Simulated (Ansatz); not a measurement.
ZrO2 (started from an entry of an open crystallographic database), relaxed with r2SCAN, was run in Ansatz under altered settings. All numbers are computed, without spin polarisation but where a row says otherwise.

```
Zr O
1.0
     0.00000    2.54471    2.54471
     2.54471    0.00000    2.54471
     2.54471    2.54471    0.00000
Zr O
1 2
Direct
  0.00000 0.00000 0.00000
  0.25000 0.25000 0.25000
  0.75000 0.75000 0.75000
```

The base run's other keys:
```yaml
kpoints:
  mp_grid: { grid: [4, 4, 4] }
hamiltonian:
  xc: hse06
scf:
  occupations: { method: fixed }
  n_extra_bands: 4
```

It takes 14 iterations with 645 plane waves at 420 eV and 8 k points, and leaves a mean stress of -2.98 GPa. The gap over this mesh is 4.980 eV. It ran on 4 threads of Arm Neoverse V2 (shared host).

Outcomes, with energy and stress as changes against the base:
```
                                 setting    outcome  ΔF (meV/atom)  Δ mean stress (GPa)  gap on the mesh (eV)  iterations  wall time
   PBE hybrid, exx coeff 0.5, unscreened  converged              –                 -5.9                 8.275          20      3.5 s
  PBE hybrid, exx coeff 0.35, unscreened  converged              –                 -2.3                 6.730          15        3 s
   PBE hybrid, exx coeff 0.3, unscreened  converged              –                 -1.1                 6.227          15      2.9 s
PBE hybrid, exx coeff 0.1, omega 0.3 1/Å  converged              –                 +4.1                 3.890          11      2.8 s
         scf.mixing.preconditioner: none  converged            0.0                  0.0                 4.980          14        3 s
```
A dash marks a value that wasn't obtained or can't be compared. Stress is positive in compression. The base took 3 s.

- PBE hybrid, exx coeff 0.5, unscreened. That is 50 % exact exchange, at all ranges, against HSE06's 25 % screened at 0.208 1/Å. The mean stress moves by -5.9 GPa and the gap on the mesh by +3.295 eV (to 8.275). Totals of different functionals aren't comparable.
- PBE hybrid, exx coeff 0.35, unscreened. That is 35 % exact exchange, at all ranges, against HSE06's 25 % screened at 0.208 1/Å. The mean stress moves by -2.3 GPa and the gap on the mesh by +1.750 eV (to 6.730). Totals of different functionals aren't comparable.
- PBE hybrid, exx coeff 0.3, unscreened. That is 30 % exact exchange, at all ranges, against HSE06's 25 % screened at 0.208 1/Å. The mean stress moves by -1.1 GPa and the gap on the mesh by +1.247 eV (to 6.227). Totals of different functionals aren't comparable.
- PBE hybrid, exx coeff 0.1, omega 0.3 1/Å. That is 10 % exact exchange, screened with ω = 0.3 1/Å, against HSE06's 25 % screened at 0.208 1/Å. The mean stress moves by +4.1 GPa and the gap on the mesh by -1.090 eV (to 3.890). Totals of different functionals aren't comparable.

Within 1 meV an atom, 0.1 GPa and 0.005 eV of the base stay: scf.mixing.preconditioner: none.

The program warns that its thresholds are loose for a hybrid's stress.

The meshes of the hybrids are coarse, so their gaps aren't converged to the digits shown.
